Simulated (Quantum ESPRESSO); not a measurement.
# Fe (Im-3m) in Quantum ESPRESSO: a series of runs

The runs below take Fe through single point, density of states, with PBEsol+U, PBE+D3(BJ).

Program: Quantum ESPRESSO 7.5. These are calculated values, not measurements. Logs are shortened: lines on timing, memory, paths and dates and some standing lists are left out, and cuts for length are marked.

## 1. Starting point

It takes space group Im-3m (No. 229, cubic). The conventional cell has a = 2.886 Å, b = 2.886 Å, c = 2.886 Å, α = 90.00°, β = 90.00°, γ = 90.00°. Fe (site symmetry m-3m) has 8 Fe at 2.50 Å as nearest neighbours.

## 2. Single point, PBEsol+U, collinear spin, ferromagnetic start

pw.in reads:

```
&CONTROL
  calculation = 'scf'
  prefix = 'pwscf'
  outdir = './tmp'
  pseudo_dir = './pseudo'
  tprnfor = .true.
  tstress = .true.
  disk_io = 'nowf'
/
&SYSTEM
  ibrav = 0
  nat = 1
  ntyp = 1
  ecutwfc = 45
  ecutrho = 360
  nbnd = 17
  occupations = 'smearing'
  smearing = 'fd'
  degauss = 0.00367493
  nspin = 2
  starting_magnetization(1) = 0.1875
/
&ELECTRONS
  conv_thr = 2d-10
  electron_maxstep = 120
  mixing_beta = 0.3
/
ATOMIC_SPECIES
Fe    55.8450 fe_pbesol_v1.5.uspp.F.UPF
CELL_PARAMETERS angstrom
  -1.4430000000    1.4430000000    1.4430000000
   1.4430000000   -1.4430000000    1.4430000000
   1.4430000000    1.4430000000   -1.4430000000
ATOMIC_POSITIONS crystal
Fe     0.0000000000    0.0000000000    0.0000000000
K_POINTS automatic
13 13 13 0 0 0
HUBBARD {ortho-atomic}
U Fe-3d 2.0
```

Potentials or basis: GBRV 1.5 PBEsol.

Command:

```sh
OMP_NUM_THREADS=1 pw.x -in pw.in > pw.out
```

pw.out:

```text
This program is part of the open-source Quantum ESPRESSO suite
     for quantum simulation of materials; please cite
[... 9 lines left out ...]
     --------------------
     sticks:   dense  smooth     PW     G-vecs:    dense   smooth      PW
     Sum         607     303     99                 9405     3319     675

     Using Slab Decomposition

     bravais-lattice index     =            0
     lattice parameter (alat)  =       4.7231  a.u.
     unit-cell volume          =      81.1065 (a.u.)^3
     number of atoms/cell      =            1
     number of atomic types    =            1
     number of electrons       =        16.00
     number of Kohn-Sham states=           17
     kinetic-energy cutoff     =      45.0000  Ry
     charge density cutoff     =     360.0000  Ry
     scf convergence threshold =      2.0E-10
     mixing beta               =       0.3000
     number of iterations used =            8  plain     mixing
     Exchange-correlation= SLA  PW   PSX  PSC
                           (   1   4  10   8   0   0   0)
     Hubbard projectors: ortho-atomic
     Hubbard parameters of DFT+U (Dudarev formulation) in eV:
     U(Fe-3d) =  2.0000

     Internal variables: lda_plus_u =T, lda_plus_u_kind = 0

     Internal variables: orbital_resolved =F, hub_pot_fix =F, apply_U = F

     celldm(1)=   4.723086  celldm(2)=   0.000000  celldm(3)=   0.000000
     celldm(4)=   0.000000  celldm(5)=   0.000000  celldm(6)=   0.000000

     crystal axes: (cart. coord. in units of alat)
               a(1) = (  -0.577350   0.577350   0.577350 )
               a(2) = (   0.577350  -0.577350   0.577350 )
               a(3) = (   0.577350   0.577350  -0.577350 )

     reciprocal axes: (cart. coord. in units 2 pi/alat)
               b(1) = ( -0.000000  0.866025  0.866025 )
               b(2) = (  0.866025 -0.000000  0.866025 )
               b(3) = (  0.866025  0.866025  0.000000 )

     PseudoPot. # 1 for Fe read from file:
     fe_pbesol_v1.5.uspp.F.UPF
     Pseudo is Ultrasoft + core correction, Zval = 16.0
     Generated by new atomic code, or converted to UPF format
     Using radial grid of  861 points,  6 beta functions with:
                l(1) =   0
                l(2) =   0
                l(3) =   1
                l(4) =   1
                l(5) =   2
                l(6) =   2
     Q(r) pseudized with  8 coefficients,  rinner =    1.000   1.000   1.000
                                                       1.000   1.000

     atomic species   valence    mass     pseudopotential
     Fe               16.00    55.84500     Fe( 1.00)

     Starting magnetic structure
     atomic species   magnetization
     Fe              0.188

     48 Sym. Ops., with inversion, found

   Cartesian axes

     site n.     atom                  positions (alat units)
         1        Fe     tau(   1) = (   0.0000000   0.0000000   0.0000000  )

     number of k points=    84  Fermi-Dirac smearing, width (Ry)=  0.0037
                       cart. coord. in units 2pi/alat
        k(    1) = (   0.0000000   0.0000000   0.0000000), wk =   0.0004552
        k(    2) = (   0.0666173   0.0666173   0.0000000), wk =   0.0054620
        k(    3) = (   0.1332347   0.1332347   0.0000000), wk =   0.0054620
        k(    4) = (   0.1998520   0.1998520   0.0000000), wk =   0.0054620
        k(    5) = (   0.2664694   0.2664694   0.0000000), wk =   0.0054620
        k(    6) = (   0.3330867   0.3330867   0.0000000), wk =   0.0054620
[... 76 lines left out ...]
        k(   83) = (  -0.7994081  -0.0666173  -0.0666173), wk =   0.0036413
        k(   84) = (  -0.0000000  -0.0000000   0.7994081), wk =   0.0027310

     Dense  grid:     9405 G-vectors     FFT dimensions: (  30,  30,  30)

     Smooth grid:     3319 G-vectors     FFT dimensions: (  24,  24,  24)

     Check: negative core charge=   -0.000023
     Generating pointlists ...
     new r_m :   0.4125 (alat units)  1.9483 (a.u.) for type    1

     Initial potential from superposition of free atoms

     starting charge      15.0000, renormalised to      16.0000

     STARTING HUBBARD OCCUPATIONS:

     =================== HUBBARD OCCUPATIONS ===================
     ------------------------ ATOM    1 ------------------------
     Tr[ns(  1)] (up, down, total) =   5.00000  0.00000  5.00000
     Atomic magnetic moment for atom   1 =   5.00000
     SPIN  1
     eigenvalues:
       1.000  1.000  1.000  1.000  1.000
     eigenvectors (columns):
       1.000  0.000  0.000  0.000  0.000
       0.000  1.000  0.000  0.000  0.000
       0.000  0.000  1.000  0.000  0.000
       0.000  0.000  0.000  1.000  0.000
       0.000  0.000  0.000  0.000  1.000
     occupation matrix ns (before diag.):
       1.000  0.000  0.000  0.000  0.000
       0.000  1.000  0.000  0.000  0.000
       0.000  0.000  1.000  0.000  0.000
       0.000  0.000  0.000  1.000  0.000
       0.000  0.000  0.000  0.000  1.000
     SPIN  2
     eigenvalues:
       0.000  0.000  0.000  0.000  0.000
     eigenvectors (columns):
       1.000  0.000  0.000  0.000  0.000
       0.000  1.000  0.000  0.000  0.000
       0.000  0.000  1.000  0.000  0.000
       0.000  0.000  0.000  1.000  0.000
       0.000  0.000  0.000  0.000  1.000
     occupation matrix ns (before diag.):
       0.000  0.000  0.000  0.000  0.000
       0.000  0.000  0.000  0.000  0.000
       0.000  0.000  0.000  0.000  0.000
       0.000  0.000  0.000  0.000  0.000
       0.000  0.000  0.000  0.000  0.000

     Number of occupied Hubbard levels =    5.0000

     Atomic wfc used for Hubbard projectors are orthogonalized

     Starting wfcs are   13 randomized atomic wfcs +    4 random wfcs

     Self-consistent Calculation

     iteration #  1     ecut=    45.00 Ry     beta= 0.30
     Davidson diagonalization with overlap
     ethr =  1.00E-02,  avg # of iterations =  5.1

     =================== HUBBARD OCCUPATIONS ===================
     ------------------------ ATOM    1 ------------------------
     Tr[ns(  1)] (up, down, total) =   4.03802  1.26948  5.30750
     Atomic magnetic moment for atom   1 =   2.76854
     SPIN  1
     eigenvalues:
       0.759  0.759  0.759  0.880  0.880
     eigenvectors (columns):
      -0.000 -0.000 -0.000  0.436 -0.900
      -0.270  0.590 -0.761 -0.000  0.000
      -0.384  0.659  0.646 -0.000 -0.000
       0.000  0.000  0.000 -0.900 -0.436
       0.883  0.467  0.049  0.000 -0.000
     occupation matrix ns (before diag.):
       0.880 -0.000  0.000  0.000  0.000
      -0.000  0.759 -0.000  0.000  0.000
       0.000 -0.000  0.759  0.000  0.000
       0.000  0.000  0.000  0.880 -0.000
       0.000  0.000  0.000 -0.000  0.759
     SPIN  2
     eigenvalues:
       0.193  0.193  0.295  0.295  0.295
     eigenvectors (columns):
      -0.400  0.917 -0.000 -0.000  0.000
      -0.000  0.000  0.280 -0.634 -0.721
      -0.000 -0.000  0.377 -0.618  0.690
       0.917  0.400  0.000  0.000 -0.000
       0.000 -0.000 -0.883 -0.465  0.066
     occupation matrix ns (before diag.):
       0.193 -0.000  0.000  0.000  0.000
      -0.000  0.295 -0.000  0.000  0.000
       0.000 -0.000  0.295  0.000  0.000
       0.000  0.000  0.000  0.193 -0.000
       0.000  0.000  0.000 -0.000  0.295

     Number of occupied Hubbard levels =    5.3075

     total energy              =    -249.62278440 Ry
     estimated scf accuracy    <       2.22224873 Ry

     total magnetization       =     2.67 Bohr mag/cell
     absolute magnetization    =     2.70 Bohr mag/cell

     iteration #  2     ecut=    45.00 Ry     beta= 0.30
     Davidson diagonalization with overlap
     ethr =  1.00E-02,  avg # of iterations =  1.7

     total energy              =    -250.06940666 Ry
     estimated scf accuracy    <       0.03861025 Ry

     total magnetization       =     2.72 Bohr mag/cell
     absolute magnetization    =     2.81 Bohr mag/cell

     iteration #  3     ecut=    45.00 Ry     beta= 0.30
     Davidson diagonalization with overlap
     ethr =  2.41E-04,  avg # of iterations =  1.5

     total energy              =    -250.08150280 Ry
     estimated scf accuracy    <       0.00788247 Ry

     total magnetization       =     2.72 Bohr mag/cell
     absolute magnetization    =     2.84 Bohr mag/cell

     iteration #  4     ecut=    45.00 Ry     beta= 0.30
     Davidson diagonalization with overlap
     ethr =  4.93E-05,  avg # of iterations =  1.6

     total energy              =    -250.08236481 Ry
     estimated scf accuracy    <       0.00125004 Ry

     total magnetization       =     2.68 Bohr mag/cell
     absolute magnetization    =     2.88 Bohr mag/cell

     iteration #  5     ecut=    45.00 Ry     beta= 0.30
     Davidson diagonalization with overlap
     ethr =  7.81E-06,  avg # of iterations =  2.0

     total energy              =    -250.08278168 Ry
     estimated scf accuracy    <       0.00019302 Ry

     total magnetization       =     2.69 Bohr mag/cell
     absolute magnetization    =     2.90 Bohr mag/cell

     iteration #  6     ecut=    45.00 Ry     beta= 0.30
     Davidson diagonalization with overlap
     ethr =  1.21E-06,  avg # of iterations =  1.7

     total energy              =    -250.08286209 Ry
     estimated scf accuracy    <       0.00000378 Ry

     total magnetization       =     2.68 Bohr mag/cell
     absolute magnetization    =     2.92 Bohr mag/cell

     iteration #  7     ecut=    45.00 Ry     beta= 0.30
     Davidson diagonalization with overlap
     ethr =  2.36E-08,  avg # of iterations =  1.9

     total energy              =    -250.08286338 Ry
     estimated scf accuracy    <       0.00000419 Ry

     total magnetization       =     2.68 Bohr mag/cell
     absolute magnetization    =     2.92 Bohr mag/cell

     iteration #  8     ecut=    45.00 Ry     beta= 0.30
     Davidson diagonalization with overlap
     ethr =  2.36E-08,  avg # of iterations =  1.5

     total energy              =    -250.08286398 Ry
     estimated scf accuracy    <       0.00000018 Ry

     total magnetization       =     2.68 Bohr mag/cell
     absolute magnetization    =     2.92 Bohr mag/cell

     iteration #  9     ecut=    45.00 Ry     beta= 0.30
     Davidson diagonalization with overlap
     ethr =  1.12E-09,  avg # of iterations =  1.0

     total energy              =    -250.08286398 Ry
     estimated scf accuracy    <       0.00000017 Ry

     total magnetization       =     2.68 Bohr mag/cell
     absolute magnetization    =     2.92 Bohr mag/cell

     iteration # 10     ecut=    45.00 Ry     beta= 0.30
     Davidson diagonalization with overlap
     ethr =  1.08E-09,  avg # of iterations =  1.0

     total energy              =    -250.08286401 Ry
     estimated scf accuracy    <          6.9E-09 Ry

     total magnetization       =     2.68 Bohr mag/cell
     absolute magnetization    =     2.92 Bohr mag/cell

     iteration # 11     ecut=    45.00 Ry     beta= 0.30
     Davidson diagonalization with overlap
     ethr =  4.34E-11,  avg # of iterations =  1.5

     total energy              =    -250.08286402 Ry
     estimated scf accuracy    <          7.6E-10 Ry

     total magnetization       =     2.68 Bohr mag/cell
     absolute magnetization    =     2.92 Bohr mag/cell

     iteration # 12     ecut=    45.00 Ry     beta= 0.30
     Davidson diagonalization with overlap
     ethr =  4.76E-12,  avg # of iterations =  1.9

     Magnetic moment per site  (integrated on atomic sphere of radius R)
     atom   1 (R=0.413)  charge= 14.4358  magn=  2.7946

     End of self-consistent calculation

     =================== HUBBARD OCCUPATIONS ===================
     ------------------------ ATOM    1 ------------------------
     Tr[ns(  1)] (up, down, total) =   4.64172  1.68607  6.32779
     Atomic magnetic moment for atom   1 =   2.95566
     SPIN  1
     eigenvalues:
       0.917  0.917  0.917  0.945  0.945
     eigenvectors (columns):
      -0.000 -0.000 -0.000  0.290 -0.957
      -0.308  0.766 -0.565 -0.000  0.000
      -0.382  0.444  0.810 -0.000 -0.000
       0.000  0.000  0.000 -0.957 -0.290
       0.871  0.465  0.156  0.000 -0.000
     occupation matrix ns (before diag.):
       0.945 -0.000  0.000  0.000  0.000
      -0.000  0.917 -0.000  0.000  0.000
       0.000 -0.000  0.917  0.000  0.000
       0.000  0.000  0.000  0.945 -0.000
       0.000  0.000  0.000 -0.000  0.917
     SPIN  2
     eigenvalues:
       0.246  0.246  0.398  0.398  0.398
     eigenvectors (columns):
       0.388  0.922 -0.000  0.000  0.000
       0.000  0.000  0.282  0.627 -0.726
       0.000 -0.000  0.382  0.621  0.685
      -0.922  0.388  0.000 -0.000 -0.000
      -0.000 -0.000 -0.880  0.470  0.064
     occupation matrix ns (before diag.):
       0.246 -0.000  0.000  0.000  0.000
      -0.000  0.398 -0.000  0.000  0.000
       0.000 -0.000  0.398  0.000  0.000
       0.000  0.000  0.000  0.246 -0.000
       0.000  0.000  0.000 -0.000  0.398

     Number of occupied Hubbard levels =    6.3278

     Number of k-points >= 100: set verbosity='high' to print the bands.

     the Fermi energy is    17.0244 ev

!    total energy              =    -250.08286403 Ry
     estimated scf accuracy    <          1.5E-10 Ry
     smearing contrib. (-TS)   =      -0.00050314 Ry
     internal energy E=F+TS    =    -250.08236088 Ry

     The total energy is F=E-TS. E is the sum of the following terms:
     one-electron contribution =    -118.65430978 Ry
     hartree contribution      =      68.26272989 Ry
     xc contribution           =     -28.96897937 Ry
     ewald contribution        =    -170.82628139 Ry
     Hubbard energy            =       0.10447977 Ry

     total magnetization       =     2.68 Bohr mag/cell
     absolute magnetization    =     2.92 Bohr mag/cell

     convergence has been achieved in  12 iterations

     Forces acting on atoms (cartesian axes, Ry/au):

     atom    1 type  1   force =     0.00000000    0.00000000    0.00000000

     Total force =     0.000000     Total SCF correction =     0.000000

     Computing stress (Cartesian axis) and pressure

          total   stress  (Ry/bohr**3)                   (kbar)     P=      -49.55
  -0.00033684   0.00000000   0.00000000          -49.55        0.00        0.00
   0.00000000  -0.00033684   0.00000000            0.00      -49.55        0.00
   0.00000000   0.00000000  -0.00033684            0.00        0.00      -49.55

=------------------------------------------------------------------------------=
   JOB DONE.
=------------------------------------------------------------------------------=
```

Wall time 20 s (1 thread of AMD EPYC 7B13 (Zen 3), shared host); peak memory 0.08 GiB.

What came out:

```yaml
Free_energy: -3402.5507 eV
Pressure: -5.0 GPa
Band_gap_on_the_k_mesh: none (metal or under the smearing width)
Net_moment: 2.68 μB per cell
Absolute_moment: 2.92 μB per cell
Site_moments: Fe +2.79 μB
Valence_electrons_inside_the_program's_atomic_spheres: Fe 14.44
```

Levels at points of the mesh, in eV from the Fermi level:
Spin up:
```
           k point  band 6  band 7  band 8  band 9  band 10  band 11  band 12  band 13
(0.00, 0.00, 0.00)   -3.38   -3.38   -3.38   -2.17    -2.17    23.66    23.66    23.66
```
Spin down:
```
           k point  band 3  band 4  band 5  band 6  band 7  band 8  band 9  band 10  band 11  band 12
(0.00, 0.00, 0.00)  -50.62  -50.62   -8.27    0.30    0.30    0.30    2.40     2.40    23.37    23.37
```

Eigenvalues of the final occupation matrices:
| site | spin | trace | eigenvalues |
| --- | --- | --- | --- |
| Fe 1 3d | 1 | 4.64 | 0.92 0.92 0.92 0.94 0.94 |
| Fe 1 3d | 2 | 1.69 | 0.25 0.25 0.40 0.40 0.40 |

Caveat: the U is typed as a test and isn't derived for this compound.

[end of part 1 of 2]
